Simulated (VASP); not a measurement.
# SiC (I-4m2) in VASP: further runs

The runs below take SiC through single point, relaxation of the atoms, with PBEsol.

All numbers are computed with VASP 6.6.1; they aren't measurements. Logs are shortened: lines on timing, memory, paths and dates and some standing lists are left out, and cuts for length are marked.

## 1. The cell of the first run

It takes space group I-4m2 (No. 119, tetragonal). Conventional cell: a = 3.069 Å, b = 3.069 Å, c = 4.422 Å, α = 90.00°, β = 90.00°, γ = 90.00°. Si (site symmetry -4m2) is surrounded by 4 C at 1.89 Å. C (site symmetry -4m2) is surrounded by 4 Si at 1.89 Å.

The cell was built by a generator and isn't the measured one.

## 2. Single point, PBEsol (strained cell)

File INCAR:

```
SYSTEM = SiC
PREC     = Accurate       ! precision mode
ENCUT    = 520            ! plane-wave cutoff, eV
EDIFF    = 1E-7           ! SCF threshold, eV
ISMEAR   = 0              ! smearing method
SIGMA    = 0.02           ! smearing width, eV
LREAL    = .False.        ! projectors in reciprocal space
LASPH    = .True.         ! aspherical terms in the spheres
NELM     = 100            ! most SCF steps
ALGO     = Fast           ! electronic algorithm
ISIF     = 2              ! what is computed and relaxed
LWAVE    = .False.        ! write WAVECAR
LCHARG   = .False.        ! write CHGCAR
GGA      = PS             ! functional
NBANDS   = 11             ! bands
```

File KPOINTS:

```
regular mesh
0
Gamma
  10 10 10
  0 0 0
```

File POSCAR:

```
SiC
1.0
    0.0000000000      2.1702610700      2.2111066359
    2.1702610700      0.0000000000      2.2111066359
    2.1702610700      2.1702610700      0.0000000000
Si C
1 1
Direct
    0.0000000000      0.0000000000      0.0000000000
    0.2500000000      0.2500000000      0.2500000000
```

Potentials or basis: VASP PAW PBE potentials, release 64 (Si, C).

Started as:

```sh
$ cat potpaw_PBE.64/Si/POTCAR potpaw_PBE.64/C/POTCAR > POTCAR
$ mpirun -np 1 vasp_std > vasp.out
```

OUTCAR:

```text
SYSTEM = SiC
   PREC = Accurate
   ENCUT = 520
   EDIFF = 1E-7
   ISMEAR = 0
   LREAL = .False.
   LASPH = .True.
   NELM = 100
   ISIF = 2
   GGA = PS

 ion  position               nearest neighbor table
   1  0.000  0.000  0.000-   2 1.89   2 1.89   2 1.89   2 1.89
   2  0.250  0.250  0.250-   1 1.89   1 1.89   1 1.89   1 1.89

  LATTYP: Found a body centered tetragonal cell.
 ALAT       =     3.0692126391
 C/A-ratio  =     1.4408298778

  Lattice vectors:

 A1 = (  -2.1702610700,   0.0000000000,   2.2111066359)
 A2 = (   2.1702610700,   0.0000000000,   2.2111066359)
 A3 = (   0.0000000000,   2.1702610700,  -2.2111066359)

Analysis of symmetry for initial positions (statically):
=====================================================================
 Subroutine PRICEL returns:
 Original cell was already a primitive cell.

 Routine SETGRP: Setting up the symmetry group for a
 body centered tetragonal supercell.

 Subroutine GETGRP returns: Found  8 space group operations
 (whereof  8 operations were pure point group operations)
 out of a pool of 16 trial point group operations.

The static configuration has the point symmetry D_2d.

Analysis of symmetry for dynamics (positions and initial velocities):
=====================================================================
 Subroutine PRICEL returns:
 Original cell was already a primitive cell.

 Routine SETGRP: Setting up the symmetry group for a
 body centered tetragonal supercell.

 Subroutine GETGRP returns: Found  8 space group operations
 (whereof  8 operations were pure point group operations)
 out of a pool of 16 trial point group operations.

The dynamic configuration has the point symmetry D_2d.

 Subroutine INISYM returns: Found  8 space group operations
 (whereof  8 operations are pure point group operations),
 and found     1 'primitive' translations

----------------------------------------------------------------------------------------

                                     Primitive cell

  volume of cell :      20.8288

  direct lattice vectors                    reciprocal lattice vectors
     0.000000000  2.170261070  2.211106636    -0.230387029  0.230387029  0.226131111
     2.170261070  0.000000000  2.211106636     0.230387029 -0.230387029  0.226131111
     2.170261070  2.170261070  0.000000000     0.230387029  0.230387029 -0.226131111

  length of vectors
     3.098229441  3.098229441  3.069212639     0.396600108  0.396600108  0.396600108

  position of ions in fractional coordinates (direct lattice)
     0.000000000  0.000000000  0.000000000
     0.250000000  0.250000000  0.250000000

  ion indices of the primitive-cell ions
   primitive index   ion index
                 1           1
                 2           2

----------------------------------------------------------------------------------------

 KPOINTS: regular mesh

Automatic generation of k-mesh.
 Grid dimensions read from file:
 generate k-points for:   10   10   10

 Generating k-lattice:

  Cartesian coordinates                     Fractional coordinates (reciprocal lattice)
    -0.023038703  0.023038703  0.022613111     0.100000000  0.000000000  0.000000000
     0.023038703 -0.023038703  0.022613111     0.000000000  0.100000000  0.000000000
     0.023038703  0.023038703 -0.022613111     0.000000000  0.000000000  0.100000000

  Length of vectors
     0.039660011  0.039660011  0.039660011

  Shift w.r.t. Gamma in fractional coordinates (k-lattice)
     0.000000000  0.000000000  0.000000000

 Subroutine IBZKPT returns following result:
 ===========================================

 Found    102 irreducible k-points:

 Following reciprocal coordinates:
            Coordinates               Weight
  0.000000  0.000000  0.000000      1.000000
  0.100000  0.000000  0.000000      8.000000
  0.200000  0.000000  0.000000      8.000000
  0.300000 -0.000000  0.000000      8.000000
  0.400000  0.000000  0.000000      8.000000
  0.500000  0.000000  0.000000      4.000000
[... 16 lines left out ...]
  0.300000  0.300000  0.000000      2.000000
  0.400000  0.300000  0.000000      8.000000
 [... further k-points ...]
   k-points           NKPTS =    102   k-points in BZ     NKDIM =    102   number of bands    NBANDS=     11
   number of dos      NEDOS =    301   number of ions     NIONS =      2
   total plane-waves  NPLWV =  13824
   dimension x,y,z NGX =    24 NGY =   24 NGZ =   24
   dimension x,y,z NGXF=    48 NGYF=   48 NGZF=   48
   ions per type =               1   1
   NGX,Y,Z   is equivalent  to a cutoff of  12.88, 12.88, 13.00 a.u.
   NGXF,Y,Z  is equivalent  to a cutoff of  25.76, 25.76, 26.00 a.u.
 SYSTEM =  SiC
   PREC   = accura    normal or accurate (medium, high low for compatibility)
   ISTART =      0    job   : 0-new  1-cont  2-samecut
   ICHARG =      2    charge: 1-file 2-atom 10-const
   ISPIN  =      1    spin polarized calculation?
   LNONCOLLINEAR =      F non collinear calculations
   LSORBIT =      F    spin-orbit coupling
   LASPH  =      T    aspherical Exc in radial PAW
   ENCUT  =  520.0 eV  38.22 Ry    6.18 a.u.   5.76  5.76  5.71*2*pi/ulx,y,z
   NELM   =    100;   NELMIN=  2; NELMDL= -5     # of ELM steps
   EDIFF  = 0.1E-06   stopping-criterion for ELM
   LREAL  =      F    real-space projection
   EDIFFG = 0.1E-05   stopping-criterion for IOM
   NSW    =      0    number of steps for IOM
   IBRION =     -1    ionic relax: 0-MD 1-quasi-New 2-CG
   NFREE  =      0    steps in history (QN), initial steepest desc. (CG)
   ISIF   =      2    stress and relaxation
   ISYM   =      2    0-nonsym 1-usesym 2-fastsym
   POTIM  = 0.5000    time-step for ionic-motion
   TEBEG  =    0.0;   TEEND  =   0.0 temperature during run
   PSTRESS=    0.0 pullay stress
   NELECT =       8.0000    total number of electrons
   NUPDOWN=      -1.0000    fix difference up-down
   EMIN   =  10.00;   EMAX   =-10.00  energy-range for DOS
   EFERMI =   0.00;   METHOD = LEGACY
   ISMEAR =     0;   SIGMA  =   0.02  broadening in eV -4-tet -1-fermi 0-gaus
   EFERMI_NEDOS =   21; number of points for ismear=-14 and -15
   IALGO  =     68    algorithm
   IMIX   =      4    mixing-type and parameters
     AMIX     =   0.40;   BMIX     =  1.00
     AMIX_MAG =   1.60;   BMIX_MAG =  1.00
  volume/ion in A,a.u.               =      10.41        70.28
  Fermi-wavevector in a.u.,A,eV,Ry     =   1.190009  2.248791 19.267505  1.416122
  Thomas-Fermi vector in A             =   2.326103
   LORBIT       =      0    0 simple, 1 ext, 2 COOP (PROOUT), +10 PAW based schemes
   GGA     = PS    functional components
   LHFCALC =     F    Hartree Fock is set to
   AEXX    =    0.0000 exact exchange contribution
   IVDW    =     0    specifies the selected vdW correction
   LEPSILON=     F    determine dielectric tensor
   LRPA    =     F    only Hartree local field effects (RPA)
 non-spin polarized calculation
 RMM-DIIS sequential band-by-band and
 Gauss-broadening in eV      SIGMA  =   0.02
  energy-cutoff  :      520.00
  volume of cell :       20.83
 maximum number of plane-waves:       572
   NGX = 11   NGY = 11   NGZ = 11

 number of electron       8.0000001 magnetization

 Free energy of the ion-electron system (eV)
  ---------------------------------------------------
  ext. energy  EPLUGINS =         0.00000000
  ---------------------------------------------------
  free energy    TOTEN  =       -15.91065012 eV

  energy without entropy =      -15.91065012  energy(sigma->0) =      -15.91065012

 E-fermi :   8.1119     XC(G=0): -11.4769

 val. band max:        8.0274384934   @ k =   0.0000   0.0000   0.0000
 cond. band min:       9.1689829090   @ k =   0.5000   0.0000   0.5000
 fundamental gap:      1.1415444156
 Fermi energy:         8.1119492607

 k-point     1 :       0.0000    0.0000    0.0000
  band No.  band energies     occupation
      1      -7.3891      2.00000
      2       7.8975      2.00000
      3       8.0274      2.00000
      4       8.0274      2.00000
      5      14.0916      0.00000
      6      15.1664      0.00000
      7      15.1664      0.00000
      8      15.2128      0.00000
      9      22.1018      0.00000
     10      22.6860      0.00000
     11      24.1449      0.00000

 k-point     2 :       0.1000    0.0000    0.0000
  band No.  band energies     occupation
      1      -7.1939      2.00000
      2       6.9667      2.00000
      3       7.8006      2.00000
      4       7.9013      2.00000
      5      14.3525      0.00000
      6      15.3782      0.00000
      7      15.4173      0.00000
      8      15.5056      0.00000
      9      21.1866      0.00000
     10      21.6583      0.00000
     11      24.0050      0.00000

 k-point     3 :       0.2000    0.0000    0.0000
  band No.  band energies     occupation
      1      -6.6168      2.00000
      2       4.8453      2.00000
      3       7.4694      2.00000
      4       7.6127      2.00000
      5      14.0547      0.00000
      6      15.7375      0.00000
      7      15.8230      0.00000
      8      16.6476      0.00000
      9      20.6327      0.00000
     10      20.8767      0.00000
     11      23.1431      0.00000

 k-point     4 :       0.3000   -0.0000    0.0000
  band No.  band energies     occupation
      1      -5.6923      2.00000
      2       2.5312      2.00000
      3       7.1309      2.00000
      4       7.3171      2.00000
      5      13.6363      0.00000
      6      15.5464      0.00000
      7      15.7525      0.00000
      8      17.5991      0.00000
      9      21.5636      0.00000
     10      21.5656      0.00000
     11      22.8857      0.00000

 k-point     5 :       0.4000    0.0000    0.0000
  band No.  band energies     occupation
      1      -4.5450      2.00000
      2       0.4726      2.00000
      3       6.8963      2.00000
      4       7.1138      2.00000
      5      13.3570      0.00000
      6      15.1598      0.00000
      7      15.4009      0.00000
      8      17.8692      0.00000
      9      23.3125      0.00000
     10      23.4015      0.00000
     11      23.7141      0.00000
[... 211 lines left out ...]
 k-point    21 :      -0.3000    0.2000    0.0000
  band No.  band energies     occupation
      1      -4.2939      2.00000
      2       1.5029      2.00000
      3       4.0378      2.00000
      4       6.9336      2.00000
      5      13.6133      0.00000
      6      16.0516      0.00000
      7      16.7003      0.00000
      8      18.0242      0.00000
      9      20.5976      0.00000
     10      23.4015      0.00000
     11      26.6240      0.00000

 k-point    22 :      -0.2000    0.2000    0.0000
  band No.  band energies     occupation
      1      -5.3609      2.00000
      2       3.1300      2.00000
      3       4.6431      2.00000
      4       7.4438      2.00000
      5      14.5676      0.00000
      6      15.8313      0.00000
      7      16.3037      0.00000
      8      16.8894      0.00000
      9      19.4357      0.00000
     10      23.3305      0.00000
     11      26.5739      0.00000

 k-point    23 :       0.3000    0.3000    0.0000
  band No.  band energies     occupation
      1      -5.1685      2.00000
      2       3.4988      2.00000
      3       5.7216      2.00000
      4       5.7216      2.00000
      5      11.0637      0.00000
      6      13.6010      0.00000
      7      19.4162      0.00000
      8      19.4162      0.00000
      9      20.0239      0.00000
     10      25.1776      0.00000
     11      29.4189      0.00000

 k-point    24 :       0.4000    0.3000    0.0000
  band No.  band energies     occupation
      1      -4.3107      2.00000
      2       2.3021      2.00000
      3       4.8691      2.00000
      4       5.4695      2.00000
      5      10.8129      0.00000
      6      13.6578      0.00000
      7      19.4169      0.00000
      8      19.8476      0.00000
      9      21.4637      0.00000
     10      26.0437      0.00000
     11      28.9803      0.00000

 [... further k-points ...]

------------------------ aborting loop because EDIFF is reached ----------------------------------------

  FORCE on cell =-STRESS in cart. coord.  units (eV):
  Direction    XX          YY          ZZ          XY          YZ          ZX
  --------------------------------------------------------------------------------------
  -------------------------------------------------------------------------------------
  Total        0.0435572      0.0435572     -0.5919487      0.0000000      0.0000000     -0.0000000
  in kB        3.3504763      3.3504763    -45.5334972      0.0000000      0.0000000     -0.0000000
  external PRESSURE =     -12.9441815 kB  Pullay stress =       0.0000000 kB

 VOLUME and BASIS-vectors are now :
 -----------------------------------------------------------------------------
  energy-cutoff  :      520.00
  volume of cell :       20.83
      direct lattice vectors                 reciprocal lattice vectors
     0.000000000  2.170261070  2.211106636    -0.230387029  0.230387029  0.226131111
     2.170261070  0.000000000  2.211106636     0.230387029 -0.230387029  0.226131111
     2.170261070  2.170261070  0.000000000     0.230387029  0.230387029 -0.226131111

 POSITION                                       TOTAL-FORCE (eV/Angst)
 -----------------------------------------------------------------------------------
      0.00000      0.00000      0.00000        -0.000000     -0.000000     -0.000000
      1.08513      1.08513      1.10555         0.000000      0.000000      0.000000
 -----------------------------------------------------------------------------------
    total drift:                                0.000000      0.000000      0.000000

  FREE ENERGIE OF THE ION-ELECTRON SYSTEM (eV)
  ---------------------------------------------------
  free  energy   TOTEN  =       -15.9106501228 eV

  energy  without entropy=      -15.9106501228  energy(sigma->0) =      -15.91065012
```

Run time: 10 s. Hardware: 1 thread of Intel Xeon 6975P-C (Granite Rapids), shared host; peak memory 0.14 GiB.

Results:

```yaml
Free_energy: -15.9107 eV
Pressure: -1.3 GPa
Band_gap_on_the_k_mesh: 1.14 eV, indirect (least direct gap 4.42 eV)
```

Stress tensor (GPa, compression positive):
```
 0.34  0.00  0.00
 0.00  0.34  0.00
 0.00  0.00 -4.55
```

Levels at points of the mesh, in eV from the valence-band top:
```
           k point  band 1  band 2  band 3  band 4  band 5  band 6  band 7  band 8  band 9
(0.00, 0.00, 0.00)  -15.42   -0.13    0.00    0.00    6.06    7.14    7.14    7.19   14.07
(0.50, 0.00, 0.00)  -11.84   -8.61   -1.21   -0.98    5.23    6.97    7.21    9.84   15.86
(0.50, 0.50, 0.00)  -10.48   -8.01   -3.11   -3.11    1.31    4.35   13.88   13.88   14.36
(0.50, 0.00, 0.50)  -10.33   -7.78   -3.32   -3.29    1.14    4.03   13.51   14.10   14.63
```

Caveat: the PAW data sets were made with another functional, which shifts forces and pressure a little. A k mesh can miss the band edges.

## 3. Relaxation of the atoms, PBEsol (strained cell)

File INCAR:

```
SYSTEM = SiC
  PREC = Accurate
  ENCUT = 520
  EDIFF = 1E-6
  ISMEAR = 0
  SIGMA = 0.02
  LREAL = .False.
  LASPH = .True.
  NELM = 100
  ALGO = Normal
  ISIF = 2
  LWAVE = .False.
  LCHARG = .False.
  GGA = PS
  IBRION = 2
  NSW = 60
  EDIFFG = -0.002
```

File KPOINTS:

```
Automatic mesh
0
Gamma
  10 10 10
  0 0 0
```

POSCAR is that of step 2.

Potentials or basis: VASP PAW PBE potentials, release 64 (Si, C).

Started as:

```sh
$ cat potpaw_PBE.64/Si/POTCAR potpaw_PBE.64/C/POTCAR > POTCAR
$ mpirun -np 1 vasp_std > vasp.out
```

OUTCAR:

```text
SYSTEM = SiC
   PREC = Accurate
   ENCUT = 520
   EDIFF = 1E-6
   ISMEAR = 0
   LREAL = .False.
   LASPH = .True.
   NELM = 100
   ISIF = 2
   GGA = PS
   IBRION = 2
   NSW = 60
   EDIFFG = -0.002

 ion  position               nearest neighbor table
   1  0.000  0.000  0.000-   2 1.89   2 1.89   2 1.89   2 1.89
   2  0.250  0.250  0.250-   1 1.89   1 1.89   1 1.89   1 1.89

  LATTYP: Found a body centered tetragonal cell.
[... 459 lines left out ...]

  FORCE on cell =-STRESS in cart. coord.  units (eV):
  Direction    XX          YY          ZZ          XY          YZ          ZX
  --------------------------------------------------------------------------------------
  -------------------------------------------------------------------------------------
  Total        0.0440271      0.0440271     -0.5914801      0.0000000      0.0000000     -0.0000000
  in kB        3.3866249      3.3866249    -45.4974555      0.0000000      0.0000000     -0.0000000
  external PRESSURE =     -12.9080686 kB  Pullay stress =       0.0000000 kB

 VOLUME and BASIS-vectors are now :
 -----------------------------------------------------------------------------
  energy-cutoff  :      520.00
  volume of cell :       20.83
      direct lattice vectors                 reciprocal lattice vectors
     0.000000000  2.170261070  2.211106636    -0.230387029  0.230387029  0.226131111
     2.170261070  0.000000000  2.211106636     0.230387029 -0.230387029  0.226131111
     2.170261070  2.170261070  0.000000000     0.230387029  0.230387029 -0.226131111

 POSITION                                       TOTAL-FORCE (eV/Angst)
 -----------------------------------------------------------------------------------
      0.00000      0.00000      0.00000         0.000000      0.000000      0.000000
      1.08513      1.08513      1.10555        -0.000000     -0.000000     -0.000000
 -----------------------------------------------------------------------------------
    total drift:                                0.000000      0.000000      0.000000

  FREE ENERGIE OF THE ION-ELECTRON SYSTEM (eV)
  ---------------------------------------------------
  free  energy   TOTEN  =       -15.9106500835 eV

  energy  without entropy=      -15.9106500835  energy(sigma->0) =      -15.91065008

 reached required accuracy - stopping structural energy minimisation
```

Wall time 7.8 s (1 thread of Intel Xeon 6975P-C (Granite Rapids), shared host); peak memory 0.14 GiB.

What came out:

```yaml
Free_energy: -15.9107 eV
Pressure_after_relaxing: -1.3 GPa
Band_gap_on_the_k_mesh: 1.14 eV, indirect (least direct gap 4.42 eV)
```

Final structure:
```yaml
crystal:
  lattice:
    - [0.00000, 2.17026, 2.21111]
    - [2.17026, 0.00000, 2.21111]
    - [2.17026, 2.17026, 0.00000]
  atoms:
    - { symbol: Si, position: [0.00000, 0.00000, 0.00000] }
    - { symbol: C, position: [0.25000, 0.25000, 0.25000] }
```

Levels at points of the mesh, in eV from the valence-band top:
```csv
k point,band 2,band 3,band 4,band 5,band 6,band 7
"(0.00, 0.00, 0.00)",-0.13,0.00,0.00,6.06,7.14,7.14
"(0.50, 0.00, 0.00)",-8.61,-1.21,-0.98,5.23,6.97,7.21
"(0.50, 0.50, 0.00)",-8.01,-3.11,-3.11,1.31,4.35,13.88
"(0.50, 0.00, 0.50)",-7.78,-3.32,-3.29,1.14,4.03,13.51
```

Caveat: the relaxation stopped at its first step, so nothing moved; the PAW data sets were made with another functional, which shifts forces and pressure a little. A k mesh can miss the band edges.
